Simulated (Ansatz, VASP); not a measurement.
# GaN in two plane-wave programs

Wanted: the spread between two codes on one cell, functional and k mesh.

Calculated with Ansatz 0.2.0; plane waves, with VASP 6.6.1 beside it; band structure at HSE06 and band structure at PBE-EpsX with an exact-exchange share of 0.172.

The database entry behind the starting cell differs from later determinations by our own check (about 0.3 % short, ideal inner coordinate), so it need not match the best structure at ambient conditions.

## 1. The structure

Symmetry: P6_3mc, No. 186, hexagonal system. Conventional cell: a = 3.180 Å, b = 3.180 Å, c = 5.166 Å, α = 90.00°, β = 90.00°, γ = 120.00°. Nearest to Ga lie 4 N at 1.94 to 1.95 Å. N has 4 Ga at 1.94 to 1.95 Å nearest. Farther neighbours and most contacts between anions are not listed.

As a file:

```xyz
4
Lattice="3.1800 0.0000 0.0000 -1.5900 2.7540 0.0000 0.0000 0.0000 5.1660" Properties=species:S:1:pos:R:3 pbc="T T T"
Ga    0.0000    1.8360    0.0000
Ga    1.5900    0.9180    2.5830
N     0.0000    1.8360    1.9373
N     1.5900    0.9180    4.5203
```

## 2. VASP: band structure, HSE06

The same path points are solved in both programs, so levels can be compared one by one.

Lines of VASP's logs that name or quote its potential files are left out, and so is its time.

The run reads the wave functions of an earlier VASP run, which isn't shown here.

Input file INCAR:

```
SYSTEM = GaN
PREC = Accurate
ENCUT = 520
EDIFF = 1E-06
NELM = 100
ISMEAR = 0
SIGMA = 0.02
LREAL = .FALSE.
ALGO = Normal
LHFCALC = .TRUE.
AEXX = 0.25
GGA = PE
HFSCREEN = 0.2
LASPH = .TRUE.
NBANDS = 24
PRECFOCK = Fast
LORBIT = 11
LWAVE = .FALSE.
LCHARG = .FALSE.
KPAR = 8
```

Input file POSCAR:

```
GaN
1.0
    3.1800000000      0.0000000000      0.0000000000
   -1.5900000000      2.7539607840      0.0000000000
    0.0000000000      0.0000000000      5.1660000000
Ga N
2 2
Direct
    0.3333333333      0.6666666667      0.0000000000
    0.6666666667      0.3333333333      0.5000000000
    0.3333333333      0.6666666667      0.3750000000
    0.6666666667      0.3333333333      0.8750000000
```

Input file KPOINTS:

```
Automatic mesh
0
Gamma
5 5 3
0 0 0
```

Input file KPOINTS_OPT:

```
Line mode
6
Line-mode
Reciprocal
  0.00000000   0.00000000   0.00000000 GAMMA
  0.50000000   0.00000000   0.00000000 M

  0.50000000   0.00000000   0.00000000 M
  0.33333333   0.33333333   0.00000000 K

  0.33333333   0.33333333   0.00000000 K
  0.00000000   0.00000000   0.00000000 GAMMA

  0.00000000   0.00000000   0.00000000 GAMMA
  0.00000000   0.00000000   0.50000000 A

  0.00000000   0.00000000   0.50000000 A
  0.50000000   0.00000000   0.50000000 L

  0.50000000   0.00000000   0.50000000 L
  0.33333333   0.33333333   0.50000000 H

  0.33333333   0.33333333   0.50000000 H
  0.00000000   0.00000000   0.50000000 A

  0.50000000   0.00000000   0.50000000 L
  0.50000000   0.00000000   0.00000000 M

  0.33333333   0.33333333   0.00000000 K
  0.33333333   0.33333333   0.50000000 H
```

PAW data sets: Ga_d and N (PBE family, release 64).

On the command line:

```bash
mpirun -np 8 vasp_std
```

Numbers of over 12 decimals in the logs are rounded to 6 here.

Output:

```text
[banner, memory and clock lines left out]
running    8 mpi-ranks, on    1 nodes
 distrk:  each k-point on    1 cores,    8 groups
 distr:  one band on    1 cores,    1 groups

 POSCAR found type information on POSCAR GaN
 POSCAR found :  2 types and       4 ions
|                                                                             |
|           W    W    AA    RRRRR   N    N  II  N    N   GGGG   !!!           |
|           W    W   A  A   R    R  NN   N  II  NN   N  G    G  !!!           |
|           W    W  A    A  R    R  N N  N  II  N N  N  G       !!!           |
|           W WW W  AAAAAA  RRRRR   N  N N  II  N  N N  G  GGG   !            |
|           WW  WW  A    A  R   R   N   NN  II  N   NN  G    G                |
|           W    W  A    A  R    R  N    N  II  N    N   GGGG   !!!           |
|                                                                             |
|     For optimal performance we recommend to set                             |
|       NCORE = 2 up to number-of-cores-per-socket                            |
|     NCORE specifies how many cores store one orbital (NPAR=cpu/NCORE).      |
|     This setting can greatly improve the performance of VASP for DFT.       |
|     The default, NCORE=1 might be grossly inefficient on modern             |
|     multi-core architectures or massively parallel machines. Do your        |
|     Unfortunately you need to use the default for GW and RPA                |
|     calculations (for HF NCORE is supported but not extensively tested      |
|     yet).                                                                   |
|                                                                             |

 LDA part: xc-table for (Slater+PW92), standard interpolation
 found WAVECAR, reading the header
 POSCAR, INCAR and KPOINTS ok, starting setup
 FFT: planning ... GRIDC
 FFT: planning ... GRID_SOFT
 FFT: planning ... GRID
 reading WAVECAR
 the WAVECAR file was read successfully
 initial charge from wavefunction
 entering main loop
       N       E                     dE             d eps       ncg     rms          rms(c)
DAV:   1    -0.295756976557E+02   -0.29576E+02   -0.12127E+00   704   0.306E+01    0.790E-01
DAV:   2    -0.295734814283E+02    0.22162E-02   -0.13844E-01   760   0.721E+00    0.590E-01
DAV:   3    -0.295699913535E+02    0.34901E-02   -0.16457E-02   736   0.255E+00    0.351E-01
DAV:   4    -0.295696490175E+02    0.34234E-03   -0.43062E-03   712   0.671E-01    0.161E-01
DAV:   5    -0.295694715179E+02    0.17750E-03   -0.21873E-04   592   0.142E-01    0.908E-02
DAV:   6    -0.295694024827E+02    0.69035E-04   -0.29543E-05   640   0.516E-02    0.517E-02
DAV:   7    -0.295693774583E+02    0.25024E-04   -0.83974E-06   560   0.264E-02    0.297E-02
DAV:   8    -0.295693685125E+02    0.89458E-05   -0.28438E-06   488   0.165E-02    0.174E-02
DAV:   9    -0.295693653111E+02    0.32014E-05   -0.14117E-06   336   0.109E-02    0.106E-02
DAV:  10    -0.295693640841E+02    0.12270E-05   -0.56991E-07   264   0.735E-03    0.640E-03
DAV:  11    -0.295693635989E+02    0.48522E-06   -0.25558E-07   264   0.499E-03
   1 F= -.29569364E+02 E0= -.29569364E+02  d E =-.126638E-24
 Start KPOINTS_OPT (optional k-point list driver)
k-point batch [1-10\54]
       N       E                     dE             ncg
DAV:   1     0.902337231127E+03   -0.86062E+04      528
DAV:   2    -0.204011789724E+04   -0.29425E+04      488
DAV:   3    -0.241615561851E+04   -0.37604E+03      584
DAV:   4    -0.243417724790E+04   -0.18022E+02      664
DAV:   5    -0.243447994520E+04   -0.30270E+00      608
DAV:   6    -0.243448704528E+04   -0.71001E-02      736
DAV:   7    -0.243448717479E+04   -0.12951E-03      600
DAV:   8    -0.243448717781E+04   -0.30112E-05      520
DAV:   9    -0.243448717795E+04   -0.14502E-06      400
[...]
k-point batch [51-54\54]
       N       E                     dE             ncg
DAV:   1     0.895503327540E+04   -0.59483E+04      200
DAV:   2     0.778062366951E+04   -0.11744E+04      200
DAV:   3     0.763352488931E+04   -0.14710E+03      248
DAV:   4     0.762747132134E+04   -0.60536E+01      232
DAV:   5     0.762736328114E+04   -0.10804E+00      256
DAV:   6     0.762735960698E+04   -0.36742E-02      272
DAV:   7     0.762735956324E+04   -0.43736E-04      208
DAV:   8     0.762735956282E+04   -0.41968E-06      168
```

From OUTCAR (step 2):

```text
ion  position               nearest neighbor table
   1  0.333  0.667  0.000-   3 1.94   4 1.95   4 1.95   4 1.95
   2  0.667  0.333  0.500-   4 1.94   3 1.95   3 1.95   3 1.95
   3  0.333  0.667  0.375-   1 1.94   2 1.95   2 1.95   2 1.95
   4  0.667  0.333  0.875-   2 1.94   1 1.95   1 1.95   1 1.95

  LATTYP: Found a hexagonal cell.
 ALAT       =     3.1800000000
 C/A-ratio  =     1.6245283019

 Subroutine GETGRP returns: Found 12 space group operations
 (whereof  6 operations were pure point group operations)

The static configuration has the point symmetry C_3v.
 The point group associated with its full space group is C_6v.

 Found     10 irreducible k-points:

   k-points           NKPTS =     10   k-points in BZ     NKDIM =     75   number of bands    NBANDS=     24

   dimension x,y,z NGX =    24 NGY =   24 NGZ =   40
   dimension x,y,z NGXF=    48 NGYF=   48 NGZF=   80

   ENCUT  =  520.0 eV  38.22 Ry    6.18 a.u.   5.91  5.91  9.61*2*pi/ulx,y,z

   NELECT =      36.0000    total number of electrons

 k-points in reciprocal lattice and weights: Automatic mesh
   0.00000000  0.00000000  0.00000000       0.013
   0.20000000  0.00000000  0.00000000       0.080
   0.40000000  0.00000000  0.00000000       0.080
   0.20000000  0.20000000  0.00000000       0.080
   0.40000000  0.20000000  0.00000000       0.080
   0.00000000  0.00000000  0.33333333       0.027
   0.20000000  0.00000000  0.33333333       0.160
   0.40000000  0.00000000  0.33333333       0.160
   0.20000000  0.20000000  0.33333333       0.160
   0.40000000  0.20000000  0.33333333       0.160

  exchange ACFDT corr.  =         0.00000000  see jH, gK, PRB 81, 115126

 average (electrostatic) potential at core
       1 -56.3463       2 -56.3463       3 -56.8507       4 -56.8507

 E-fermi :   4.7367

 k-point     1 :       0.0000    0.0000    0.0000
  band No.  band energies     occupation
    ...
     14       3.4451      2.00000
     15       3.4452      2.00000
     16       4.5394      2.00000
     17       4.5964      2.00000
     18       4.5964      2.00000
     19       7.8736      0.00000
     20      10.3621      0.00000
     21      15.6519      0.00000
     22      16.1189      0.00000
     23      16.1189      0.00000
    ...

 k-point     2 :       0.2000    0.0000    0.0000
  band No.  band energies     occupation
    ...
     14       1.1004      2.00000
     15       2.3123      2.00000
     16       2.7060      2.00000
     17       4.0795      2.00000
     18       4.2356      2.00000
     19       9.8152      0.00000
     20      11.9766      0.00000
     21      14.0055      0.00000
     22      14.9440      0.00000
     23      16.6584      0.00000
    ...

 k-point     3 :       0.4000    0.0000    0.0000
  band No.  band energies     occupation
    ...
     14      -0.8022      2.00000
     15      -0.1528      2.00000
     16       1.7455      2.00000
     17       2.6689      2.00000
     18       3.6300      2.00000
     19      11.0125      0.00000
     20      11.7506      0.00000
     21      12.2857      0.00000
     22      15.0007      0.00000
     23      16.6720      0.00000
    ...

  energy-cutoff  :      520.00
  volume of cell :       45.24
      direct lattice vectors                 reciprocal lattice vectors
     3.180000000  0.000000000  0.000000000     0.314465409  0.181556688  0.000000000
    -1.590000000  2.753960784  0.000000000     0.000000000  0.363113377  0.000000000
     0.000000000  0.000000000  5.166000000     0.000000000  0.000000000  0.193573364

 POSITION                                       TOTAL-FORCE (eV/Angst)
 -----------------------------------------------------------------------------------
     -0.00000      1.83597      0.00000        -0.000000     -0.000000     -0.153021
      1.59000      0.91799      2.58300         0.000000      0.000000     -0.153021
     -0.00000      1.83597      1.93725         0.000000     -0.000000      0.153021
      1.59000      0.91799      4.52025         0.000000     -0.000000      0.153021
 -----------------------------------------------------------------------------------
    total drift:                               -0.000000     -0.000003     -0.000090

  FREE ENERGIE OF THE ION-ELECTRON SYSTEM (eV)
  ---------------------------------------------------
  free  energy   TOTEN  =       -29.5693635989 eV

  energy  without entropy=      -29.5693635989  energy(sigma->0) =      -29.56936360

 total charge
# of ion       s       p       d       tot
------------------------------------------
    1        0.753   0.904  10.208  11.864
    2        0.753   0.904  10.208  11.864
    3        1.220   2.552   0.000   3.771
    4        1.220   2.552   0.000   3.771
--------------------------------------------------
tot          3.946   6.910  20.415  31.271

[... 3 further parts left out ...]
```

Spin-orbit coupling is off here; it would split degenerate levels.

(Continued in part 2 of 3.)

[Lines on the potential files, build, host, timing and source positions are cut from VASP's logs without a mark.]

[Logs are printed without paths, hosts, clocks, repeated set-up lines and the standing remarks that a program may print on its own settings, such as how far it seeks lower states.]

[Hosts, paths, dates, database ids (printed as entryN), source tags and the programs' standing remarks are cut or masked in the printed files.]
